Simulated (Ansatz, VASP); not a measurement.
# One calculation of NaI, two programs

The input INCAR:

```
SYSTEM = NaI
PREC = Accurate ; ENCUT = 520
EDIFF = 1E-7 ; ISMEAR = -1
SIGMA = 0.05 ; LREAL = .FALSE.
LASPH = .TRUE. ; NELM = 100
ALGO = Normal ; ISIF = 2
LWAVE = .FALSE. ; LCHARG = .TRUE.
GGA = PS ; LELF = .TRUE.
LVHAR = .TRUE. ; NBANDS = 14
```

The input KPOINTS:

```
Automatic mesh
0
G
  7 7 7
  0 0 0
```

Contents of POSCAR:

```
NaI
1.0
    0.0000000000      3.2364000000      3.2364000000
    3.2364000000      0.0000000000      3.2364000000
    3.2364000000      3.2364000000      0.0000000000
I Na
1 1
Direct
    0.5000000000      0.5000000000      0.5000000000
    0.0000000000      0.0000000000      0.0000000000
```

The input input.yaml:

```yaml
crystal:
  lattice:
    - [0.0, 3.2364, 3.2364]
    - [3.2364, 0.0, 3.2364]
    - [3.2364, 3.2364, 0.0]
  atoms:
    - { symbol: I, position: [0.5, 0.5, 0.5] }
    - { symbol: Na, position: [0.0, 0.0, 0.0] }
hamiltonian:
  xc: pbesol
  pseudopotentials: { kind: paw }
kpoints:
  mp_grid: { grid: [7, 7, 7] }
scf:
  occupations: { method: fermi_dirac, width: 0.05 }
output:
  forces: true
  stress: true
  eigenvalues: true
```

Alike in both runs: task single point; functional PBEsol; k mesh 7 × 7 × 7; occupations fermi-dirac, width 0.05 eV; no spin polarisation.

|  | VASP | Ansatz |
| --- | --- | --- |
| version | VASP 6.6.1 | Ansatz 0.2.0 |
| potentials or method | VASP PAW PBE potentials, release 64 (I, Na_pv) | Ansatz PAW |
| plane-wave cutoff (eV) | 520 | 420 |
| valence electrons in the cell | 14 | 26 |

```tsv
	VASP	Ansatz	Ansatz less VASP
gap on the k mesh at the Fermi level (eV)	3.51	3.51	+0.004
least direct gap on the mesh (eV)	3.51	3.51	+0.004
pressure (GPa)	-0.5	-0.5	-0.03
```

The functional is the same, so the differences come from potentials, cutoffs and numerics. The two sets of potentials don't hold the same shells in valence.

Caveats: spin-orbit coupling is left out, which moves the levels of the heavy elements; the PAW data sets were made with another functional, which shifts forces and pressure a little (VASP); odd divisions of the mesh miss points on the zone boundary, where band edges often lie, so the gap on the mesh can be too wide (Ansatz); the PAW data sets come from PBE, with cores solved anew for the run's functional, which leaves a small shift of forces and pressure (Ansatz). A hybrid or GW would open this gap; PBEsol tends to underestimate it.
